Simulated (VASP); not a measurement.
# A series in volume per atom on InP

All results are calculated (VASP 6.6.1). Plane-wave PAW density functional theory at fixed cell and atoms, no spin polarisation; stress and pressure are positive in compression.

Cell of the first row (space group F-43m, No. 216):
```
CELL_PARAMETERS angstrom
0.00000 2.83560 2.83560
2.83560 0.00000 2.83560
2.83560 2.83560 0.00000
ATOMIC_POSITIONS crystal
In 0.00000 0.00000 0.00000
P 0.25000 0.25000 0.25000
```

Settings of every row: functional r2SCAN; spin orbit no; screening parameter 0 Å⁻¹; occupations Gaussian; smearing width 0.01 eV; wave cutoff 520 eV; datasets recommended PBE set; valence electrons 18; k mesh a 8; k mesh b 8; k mesh c 8.

| row | volume per atom (Å³) | pressure (GPa) |
| --- | --- | --- |
| 1 | 22.801 | 10.81 |
| 2 | 23.521 | 7.48 |
| 3 | 24.256 | ? |
| 4 | 25.006 | 2.07 |
| 5 | 25.771 | -0.11 |
| 6 | 27.349 | -3.67 |

Question: what pressure should row 3 give?

Worked fit of pressure. Take u = (V_r/V)^(2/3) − 1 with V_r = 25.006 Å³ an atom, which is twice the finite (Eulerian) strain; such expansions in the strain, on which the Birch-Murnaghan equation of state is built, carry the rest volume and the bulk modulus. The shown rows have u = 0.06347, 0.04166, 0, -0.01989, -0.05796. Least squares give pressure = 2.074 + 117.28 × u + 316.5 × u² GPa; a straight line predicts inner rows, each left out in turn, worse (root mean square 0.55 against 0.035 GPa). The rows lie off it by 0.02, -0.03, 0.00, 0.02, -0.01. The pressure vanishes at u = -0.0186, or V = 25.72 Å³ an atom, and there the bulk modulus at fixed shape and fractions is B = −V dP/dV = (2/3)(1 + u) dP/du = 69 GPa. The withheld row has u = 0.02051, so the fit gives 2.074 + 117.28 × (0.02051) + 316.5 × (0.02051)² = 4.61 GPa.

The calculation gave 4.58 GPa. The fit lies 0.03 GPa (0.21 % of the column's range) above it; its largest miss of a shown row is 0.03 GPa.
